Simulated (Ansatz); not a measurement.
MoS2, 6 atoms in the cell. The structure is hexagonal, space group P6_3/mmc (No. 194). The conventional cell has a = 3.169 Å, b = 3.169 Å, c = 12.324 Å, α = 90.00°, β = 90.00°, γ = 120.00°. Mo (site symmetry -6m2) is surrounded by 6 S at 2.41 Å. Around S (site symmetry 3m) lie 3 Mo at 2.41 Å. 

- Program: Ansatz 0.2.0
- Task: Born charges and dielectric tensor
- Functional: PBEsol
- Potentials or basis: Ansatz PAW
- Cutoff: 420 eV (not typed: the program's choice for these potentials)
- k mesh: 8 × 8 × 2
- Occupations: fixed
- Spin: no spin polarisation

Potentials or basis: Ansatz PAW.

Launch:

```sh
$ ansatz run input.yaml --threads 2 --pin off --max-ram 5632MiB --backend cpu --events-out ev --progress --plain --runs-dir out
```

Hardware: 2 threads of Arm Neoverse N1 (shared host).

Task: Estimate the wall time of this run.

Result: Wall time 2.1 min on 2 threads of Arm Neoverse N1, with other jobs on the host, peak memory 0.96 GiB. Counts: scf iterations 13, plane waves 2081, k points 42, bands 32.
